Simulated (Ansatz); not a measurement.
**How far is PAW off for MgF$_{2}$?**

```
Mg F
1.0
     4.65191    0.00000    0.00000
     0.00000    4.65191    0.00000
     0.00000    0.00000    3.03587
Mg F
2 4
Direct
  0.00000 0.00000 0.00000
  0.50000 0.50000 0.50000
  0.30280 0.30280 0.00000
  0.19720 0.80280 0.50000
  0.69720 0.69720 0.00000
  0.80280 0.19720 0.50000
```

Atoms are numbered in the order listed.

The geometry is COD entry 9007534, unchecked; take it as a test cell. The listed cell was then made from it by scaling, straining or moving an atom.

Levels of theory: DFT, PBE, PAW with Ansatz's default frozen-core files, scalar-relativistic (Ansatz 0.2.0); DFT, PBE, all-electron PAW with datasets made for the crystal, scalar-relativistic (Ansatz 0.2.0); DFT, PBE, all-electron LAPW, scalar-relativistic (Ansatz 0.2.0).

For PAW: a Γ-centred 5×5×7 k mesh, Fermi–Dirac smearing of 0.02 eV, cutoff 420 eV, no spin polarisation. The crystal-made all-electron datasets (AE datasets) take a cutoff of 380 eV at this cell. LAPW targets a basis error of 1 meV/atom. The Ansatz runs share mesh, smearing and spin set-up. Plane-wave (PAW) pressures include the program's estimate of the Pulay term.

Stress and pressure are positive in compression.

The change that made this cell: volume scaled by 1.02.

| quantity | PAW | AE datasets | LAPW |
| --- | --- | --- | --- |
| pressure (GPa) | 3.94 | 3.97 | 3.97 |
| stress xx (GPa) | 3.40 | 3.43 | 3.44 |
| stress zz (GPa) | 5.02 | 5.04 | 5.05 |
| force on F3, x (eV/Å) | -0.014 | -0.016 | -0.015 |
| band gap (eV) | 7.105 | 7.091 | 7.091 |
| field gradient Vzz at Mg1 (10²¹ V/m²) | 0.60 | 0.60 | – |
| field gradient Vzz at F3 (10²¹ V/m²) | -4.97 | -4.93 | – |

PAW's pressure differs from the LAPW value by -0.03 GPa.
